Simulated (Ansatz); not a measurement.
# Co: the cost of one run

Program: Ansatz 0.2.0. Level of theory: DFT PBE, scalar-relativistic, plane waves, PAW. These are calculated values, not measurements.

27 further runs of the same task are left out: 27 set aside as unsound or not needed. Runs told in other sessions of the task aren't counted.

**1. Starting point**

The structure is hexagonal, space group P6_3/mmc (No. 194). The conventional cell has a = 2.265 Å, b = 2.265 Å, c = 3.664 Å, α = 90.00°, β = 90.00°, γ = 120.00°. Co (site symmetry -6m2) is surrounded by 12 Co at 2.25 to 2.27 Å.

As a file:

```
CELL_PARAMETERS angstrom
2.26532 0.00000 0.00000
-1.13266 1.96182 0.00000
0.00000 0.00000 3.66370
ATOMIC_POSITIONS crystal
Co 0.66667 0.33333 0.25000
Co 0.33333 0.66667 0.75000
```

**2. Volume 8.141 Å³ an atom, total moment held at 1.100 muB a cell**

Input file input.yaml:

```yaml
crystal:
  lattice:
    - [2.2653151917, 0.0, 0.0]
    - [-1.1326575959, 1.9618205036, 0.0]
    - [0.0, 0.0, 3.6636994876]
  atoms:
    - { symbol: Co, position: [0.6666666667, 0.3333333333, 0.25], spin: 0.55 }
    - { symbol: Co, position: [0.3333333333, 0.6666666667, 0.75], spin: 0.55 }
basis:
  ecutwfc: 520.0
kpoints:
  mp_grid: { grid: [24, 24, 12] }
hamiltonian:
  xc: pbe
  pseudopotentials: { kind: paw, azcp: { folder: soft_1 } }
scf:
  occupations: { method: gaussian, width: 0.15 }
  lower_state_search: "off"
output:
  forces: true
  stress: true
  eigenvalues: true
  populations: true
magnetization:
  spin_polarized: true
  initial_magnetization: 1.1
  spin_locking: { lock_magnetization: hard }
```

On the command line:

```console
$ ansatz run input.yaml --threads 2 --pin off --max-ram 4096MiB --backend cpu --events-out ev --progress --plain --runs-dir out
```

Q: Estimate wall time and peak memory on 2 threads of Arm Neoverse N1, shared host.

About 27 s, with a peak of 0.56 GiB.
